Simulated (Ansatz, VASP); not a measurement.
One calculation of GaN, two programs

```
Ga N
1.0
     0.00000    2.26568    2.26568
     2.26568    0.00000    2.26568
     2.26568    2.26568    0.00000
Ga N
1 1
Direct
  0.00000 0.00000 0.00000
  0.75000 0.75000 0.75000
```

Alike in both runs: functional PBE; k mesh 10 × 10 × 10; no spin polarisation.

Ansatz relaxed the structure, and its values are those at the end. VASP's run is a single point on that final structure, the one shown.

```csv
,VASP,Ansatz
version,VASP 6.6.1,Ansatz 0.2.0
potentials or method,"VASP PAW PBE potentials, release 64 (Ga_d, N)","scalar-relativistic, plane waves, PAW"
plane-wave cutoff (eV),520,420
occupations,"gaussian, width 0.01 eV",fixed
valence electrons in the cell,18,18
```

|  | VASP | Ansatz | Ansatz less VASP |
| --- | --- | --- | --- |
| gap on the k mesh at the Fermi level (eV) | 1.62 | 1.61 | -0.007 |
| least direct gap on the mesh (eV) | 1.62 | 1.61 | -0.007 |
| pressure (GPa) | 2.1 | 2.0 | -0.06 |

Expect the measured gap to be larger: semilocal functionals such as PBE lack the derivative discontinuity.
